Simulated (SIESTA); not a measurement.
# AlN under changes of volume

One of the cells (10.660 Å³/atom); the others are scaled copies at fixed shape and fractional positions:

```
Al N
1.0
     3.13362    0.00000    0.00000
    -1.56681    2.71379    0.00000
     0.00000    0.00000    5.01399
Al N
2 2
Direct
  0.66667 0.33333 0.50000
  0.33333 0.66667 0.00000
  0.66667 0.33333 0.88000
  0.33333 0.66667 0.38000
```

| Quantity | Value |
| --- | --- |
| Program | SIESTA 5.4.2 |
| Functional | PBEsol |
| Potentials or basis | PseudoDojo 0.4 standard (PBEsol files) |
| Basis | DZP (energy shift 0.003 Ry) |
| Grid cutoff | 800 Ry |
| Energy shift | 0.003 Ry |
| k mesh | 10 × 10 × 6 |
| Occupations | fermi-dirac, width 0.05 eV |
| Spin | no spin polarisation |

| volume (Å³/atom) | energy over the lowest point (meV/atom) | pressure (GPa) | gap on the mesh (eV) | largest force (eV/Å) |
| --- | --- | --- | --- | --- |
| 9.824 | 34.16 | 16.3 | 4.87 | 0.188 |
| 10.033 | 16.38 | 11.1 | 4.67 | 0.170 |
| 10.242 | 5.13 | 6.3 | 4.47 | 0.153 |
| 10.660 | 0.00 | -2.1 | 4.10 | 0.121 |
| 10.869 | 5.06 | -5.6 | 3.92 | 0.106 |
| 11.078 | ? | ? | ? | ? |

Task: What does the run at 11.078 Å³/atom give?

Result: Energy over the lowest point 14.59 meV/atom; pressure -8.9 GPa; gap on the mesh 3.75 eV; largest force 0.092 eV/Å.

Worked out: A Birch-Murnaghan fit of order 3 (a polynomial in V^(-2/3)) to the other rows has its minimum at 10.55 Å³/atom with B0 = V·E''(V) = 200 GPa and B' = 3.8 at fixed shape and positions, which overstates the stiffness. It gives 14.61 meV/atom at 11.078 Å³/atom, against the run's 14.59, and -dE/dV = -8.9 GPa, against -8.9. A straight line through the other rows of the gap, of slope -9.39 eV per unit of ln V (its deformation potential), extrapolates to 3.74 eV, against the run's 3.75.

Energies are extrapolated to zero smearing.

Caveats: the basis of atomic orbitals isn't converged, which shifts pressures, moduli and gaps.

A mesh can miss the band edges.
